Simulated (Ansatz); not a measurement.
Sb:

```
Sb
1.0
     4.52770    0.00000    0.00000
     0.00000    4.42110    0.00000
    -1.32052    0.00000    6.36435
Sb
4
Direct
  0.33993 0.25000 0.68367
  0.93664 0.75000 0.76276
  0.06336 0.25000 0.23724
  0.66007 0.75000 0.31633
```

This isn't the form of Sb at room conditions, which is rhombohedral.

Base run:

| Property | Result |
| --- | --- |
| Program | Ansatz 0.2.0 |
| Functional | r2SCAN |
| Potentials or basis | Ansatz PAW |
| Cutoff | 500 eV (not typed: the program's choice for these potentials) |
| k mesh | 6 × 6 × 4 |
| Occupations | fermi-dirac, width 0.05 eV |
| Spin | no spin polarisation |

Its results: band gap on the k mesh none (metal or under the smearing width); pressure -0.7 GPa; largest force 0.344 eV/Å.

Task: The run is repeated on the same cell with these changes: functional from r2SCAN to LDA; cutoff from 500 eV (not typed: the program's choice for these potentials) to 420 eV (not typed: the program's choice for these potentials). What comes out?

Result: Band gap on the k mesh none (metal or under the smearing width); pressure -3.4 GPa; largest force 0.237 eV/Å.

Caveats: spin-orbit coupling is left out, which moves the levels of the heavy elements; the PAW data sets come from PBE, with cores solved anew for the run's functional, which leaves a small shift of forces and pressure.
